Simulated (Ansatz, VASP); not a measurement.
## AlCu2 in VASP and in Ansatz

```xyz
3
Lattice="4.1694 0.0000 0.0000 -2.0847 3.6108 0.0000 0.0000 0.0000 2.5926" Properties=species:S:1:pos:R:3 pbc="T T T"
Al    0.0000    0.0000    0.0000
Cu    0.0000    2.4072    1.2963
Cu    2.0847    1.2036    1.2963
```

Alike in both runs: functional PBE; k mesh 12 × 12 × 18; occupations gaussian, width 0.1 eV; no spin polarisation.

Ansatz relaxed the structure, and its values are those at the end. VASP's run is a single point on that final structure, the one shown.

|  | VASP | Ansatz |
| --- | --- | --- |
| version | VASP 6.6.1 | Ansatz 0.2.0 |
| potentials or method | VASP PAW PBE potentials, release 64 (Al, Cu) | scalar-relativistic, plane waves, PAW |
| plane-wave cutoff (eV) | 520 | 420 |
| valence electrons in the cell | 25 | 41 |

Ansatz gave:

- gap on the k mesh at the Fermi level (eV): none
- pressure (GPa): 0.0

**Question.** Which values does VASP return?

**Answer.** gap on the k mesh at the Fermi level (eV): none; pressure (GPa): 0.4.

A gap of «none» marks a metal or a gap that the smearing closes. The two sets of potentials don't hold the same shells in valence.
